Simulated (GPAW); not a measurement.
Runs of GPAW 26.7.0 on CdF2. The structure is cubic, space group Fm-3m (No. 225). The conventional cell has a = 5.388 Å, b = 5.388 Å, c = 5.388 Å, α = 90.00°, β = 90.00°, γ = 90.00°. Cd (site symmetry m-3m) has 8 F at 2.33 Å as nearest neighbours. F (site symmetry -43m) is surrounded by 4 Cd at 2.33 Å. 

```tsv
task	level	potentials or basis	k mesh	cutoff (eV)	smearing	maxiter	convergence	band path	band points	response ecut	mesh quality	gap on the mesh (eV)	pressure (GPa)
single point	PBE	GPAW PAW data sets (gpaw-data 1.2.1), pw	7 × 7 × 7	600	fermi-dirac 0.05 eV	120	default	-	-	-	not flagged	3.13	4.9
band structure	r2SCAN	GPAW PAW data sets (gpaw-data 1.2.1), pw	9 × 9 × 9	800	fermi-dirac 0.05 eV	150	-	GXWKGLUWLK,UX	80	-	not flagged	3.79	-1.8
single point	TB-mBJ	GPAW PAW data sets for LDA (gpaw-data 1.2.1), pw	10 × 10 × 10	800	fermi-dirac 0.05 eV	150	-	-	-	-	not flagged	(b)	-
band structure	PBE	GPAW PAW data sets (gpaw-data 1.2.1), pw	9 × 9 × 9	800	fermi-dirac 0.05 eV	150	-	GXWKGLUWLK,UX	80	-	not flagged	3.10	(a)
```

Alike in all rows: no spin polarisation; cell as given.

Question: Estimate the missing entries.

Answer: (a) 3.6; (b) 6.59.

Caveats: the PAW data sets were made with another functional, which shifts forces and pressure a little (some runs); the cutoff is short for stress and forces, so pressures can be off by a GPa or more (some runs); an odd mesh through Γ misses points on the zone boundary, where band edges often lie (some runs); a model potential gives levels but no total energy (some runs).

A k mesh can miss the band edges, and the runs leave out spin-orbit coupling on Cd.
